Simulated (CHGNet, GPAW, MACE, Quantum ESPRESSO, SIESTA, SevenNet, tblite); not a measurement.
# Cu/Pt superlattice along [001] (72 atoms) in SIESTA, part 2 of 2

How do the settings of SIESTA change the result for Cu/Pt superlattice along [001] (72 atoms)? A plane-wave run serves as the yardstick.

Program: SIESTA 5.4.2; the method stands at each step. Banners, paths, timers and routine set-up lines are dropped from the logs unmarked, and long logs keep their key lines alone; longer cuts are marked. The potentials were converted by us to PSML.

So far. Step 2 (PBE, DZP, shift 0.01 Ry, mesh 500 Ry): Forces lie 20 % from the reference's, at 0.37 times its CPU time. Step 3 (PBE, SZ, shift 0.01 Ry, mesh 500 Ry): Against the first run (20 %), the force difference from the reference is 59 %, at 0.30 times the CPU time (on 1 against 4 cores), with 720 basis functions against 1368: the smaller basis costs accuracy.

In doubt: a PseudoDojo file used here is known to give poor structures and forces (steps 2, 3, 4), which bears on pressures, cells, forces and phonons.

## (4) PBE, DZ, shift 0.01 Ry, mesh 500 Ry

Method: Kohn-Sham DFT, PBE, PseudoDojo 0.4.1 norm-conserving pseudopotentials (converted to PSML), numerical atomic orbitals (DZ), diagonalisation.

input.fdf reads:

```
SystemLabel cell
NumberOfAtoms 72
NumberOfSpecies 2
%block ChemicalSpeciesLabel
  1 29 Cu
  2 78 Pt
%endblock ChemicalSpeciesLabel
LatticeConstant 1.0 Ang
%block LatticeVectors
  8.32406 0.00000 0.00000
  0.00000 8.32406 0.00000
  0.00000 0.00000 13.12984
%endblock LatticeVectors
PAO.BasisSize DZ
PAO.EnergyShift 0.01 Ry
XC.Functional GGA
XC.Authors PBE
MeshCutoff 500 Ry
%block kgrid_Monkhorst_Pack
  1 0 0 0.0
  0 1 0 0.0
  0 0 1 0.0
%endblock kgrid_Monkhorst_Pack
SolutionMethod diagon
OccupationFunction FD
ElectronicTemperature 580 K
SCF.Mixer.Method Pulay
SCF.Mixer.Weight 0.05
SCF.Mixer.History 8
SCF.Mix Hamiltonian
MaxSCFIterations 300
SCF.DM.Tolerance 1e-04
SCF.H.Tolerance 1.0e-3 eV
WriteForces T
Write.HirshfeldPop T
Write.VoronoiPop T
Write.DM F
Write.H F
XML.Write F
AtomicCoordinatesFormat Fractional
%block AtomicCoordinatesAndAtomicSpecies
[... 72 atom lines left out: the same atoms as in the first run ...]
%endblock AtomicCoordinatesAndAtomicSpecies
```

Command:

```console
$ OMP_NUM_THREADS=1 mpirun -np 2 siesta < input.fdf > output.txt
```

What it wrote:

```text
Version         : 5.4.2
reinit: System Name:
reinit: System Label: cell
initatom: Reading input for the pseudopotentials and atomic orbitals ----------
Species number:   1 Atomic number:   29 Label: Cu
Species number:   2 Atomic number:   78 Label: Pt
Ground state valence configuration (from tables):   4s01  4p00  3d10  4f00
[... lines left out ...]
        iscf     Eharris(eV)        E_KS(eV)     FreeEng(eV)     dDmax    Ef(eV) dHmax(eV)
[... lines left out ...]
SCF Convergence by DM+H criterion
[... lines left out ...]
SCF cycle converged after 35 iterations
[... lines left out ...]
   Max    1.945058
[... lines left out ...]
   Max    1.945058    constrained
Stress tensor Voigt[x,y,z,yz,xz,xy] (kbar):       71.87       71.96      155.79       -0.32        0.33       -0.21
[... lines left out ...]
siesta: FreeEng =   -342394.960027
[... lines left out ...]
siesta:         Fermi =      -0.745135
[... lines left out ...]
siesta:          -0.06233583         -0.05651964  eV/Ang**3
siesta:         -99.87301641        -90.55444395  kBar
    Orbital volume contribution        =          26.413557 eV
    (Free)E + p_basis*V_orbitals       =     -342368.546470 eV
    (Free)Eharris+ p_basis*V_orbitals  =     -342368.546486 eV
Hirshfeld Atomic Populations:
Atom #   charge [q] valence [e]  Species
     1     0.108967   18.891033  Cu
     2     0.106972   18.893028  Cu
     3     0.108893   18.891107  Cu
[...]
43    -0.112606   18.112606  Pt
    44    -0.123616   18.123616  Pt
    45    -0.119838   18.119838  Pt
[...]
--------------------
 Total    -0.000170
Voronoi Atomic Populations:
Atom #   charge [q] valence [e]  Species
[...]
62     0.038122   18.961878  Cu
    63     0.039133   18.960867  Cu
[...]
71    -0.046273   18.046273  Pt
    72    -0.042227   18.042227  Pt
--------------------
 Total    -0.000170
```

It took 2.6 min on 2 MPI ranks of Arm Neoverse V2, shared host; peak memory 1.4 GiB; 5.3 min of CPU time.

Against the reference:

* r.m.s. force component: 0.5274 eV/Å
* r.m.s. difference of force components: 285.7 meV/Å
* longest difference of force vectors: 1084 meV/Å
* force difference over r.m.s. force: 103.6 %
* slope of forces against the reference's: 1.792
* correlation of force components: 0.9371
* pressure: -9.987 GPa
* pressure difference: -15.04 GPa

This is a coarse setting, run to see what it loses.

Against the first run (20 %), the force difference from the reference is 104 %, at 0.51 times the CPU time (on 2 against 4 cores), with 1152 basis functions against 1368: the smaller basis costs accuracy.

The difference per atom is largest on Pt (0.92 eV/Å on average, against 0.19 on Cu).

## (5) The ladder

Differences are against the plane-wave reference, forces as r.m.s. over components; share is that over the reference's r.m.s. force, slope the least-squares factor from reference forces to these. Total energies of different programs have different zeros and aren't compared.

| run | Δ force, r.m.s. (meV/Å) | share (%) | slope | Δ pressure (GPa) | cores | CPU time | memory (GiB) |
| --- | --- | --- | --- | --- | --- | --- | --- |
| reference | - | - | - | - | 4 | 28 min | 4.0 |
| SIESTA PBE, DZP, shift 0.01 Ry, mesh 500 Ry | 54.6 | 19.8 | 0.974 | -2.83 | 4 | 10 min | 2.3 |
| SIESTA PBE, SZ, shift 0.01 Ry, mesh 500 Ry (coarse) | 162 | 58.7 | 1.168 | 16.3 | 1 | 3.1 min | 0.92 |
| SIESTA PBE, DZ, shift 0.01 Ry, mesh 500 Ry (coarse) | 286 | 104 | 1.792 | -15.0 | 2 | 5.3 min | 1.4 |

Rows marked coarse were listed beforehand as settings not expected to be converged; some can still land near the reference.

CPU time is summed over cores on a shared host, where runs went side by side, so it is rough. Symmetry, cutoffs, thresholds, outputs and thread counts weren't matched or tuned between programs; memory under MPI is the largest rank's times the ranks.

## (6) Results

```
nearest in forces : SIESTA PBE, DZP, shift 0.01 Ry, mesh 500 Ry, 20 %
its CPU time      : 10 min
```

What this shows: The PBE run in local orbitals, coarse settings apart, differs by 20 % (SIESTA PBE, DZP, shift 0.01 Ry, mesh 500 Ry); basis, grid and potentials can all enter. Runs with settings chosen to be coarse differ by 59 % (SIESTA PBE, SZ, shift 0.01 Ry, mesh 500 Ry) to 104 % (SIESTA PBE, DZ, shift 0.01 Ry, mesh 500 Ry), their programs' other errors included. Of the electronic-structure runs that take under half the reference's CPU time, SIESTA PBE, DZP, shift 0.01 Ry, mesh 500 Ry comes nearest, at 20 % in 10 min against 28 min; its pressure misses by -2.8 GPa. In pressure, SIESTA PBE, SZ, shift 0.01 Ry, mesh 500 Ry misses by +16.3 GPa, at the same functional. The potentials hold different valence shells: 882 electrons in the reference, 1350 in SIESTA; this bears on time and differences. The reference's pressure holds the uncorrected Pulay stress of its 60 Ry basis, so small pressure differences, and their order, may be the reference's own error. A potential file of the SIESTA runs is in doubt, which bears on their forces and pressure. The host structure and its lattice constant were typed by rule, without a check against the phase diagram. The reference's pressure of 5.1 GPa says that the cell would expand at this level of theory. The electronic-structure runs sample only Γ, in a cell whose shortest periodic width is 8 Å, which is coarse for a cell with partly filled levels. Spin–orbit coupling is left out, which matters for the levels of the heavy elements.

[Also dropped from logs without a mark: logging warnings of Python, and SIESTA's first energy breakdown and zero terms.]

[Logs are printed without paths, hosts, clocks, repeated set-up lines and the standing remarks that a program may print on its own settings, such as how far it seeks lower states.]

[Hosts, paths, dates, database ids (printed as entryN), source tags and the programs' standing remarks are cut or masked in the printed files.]
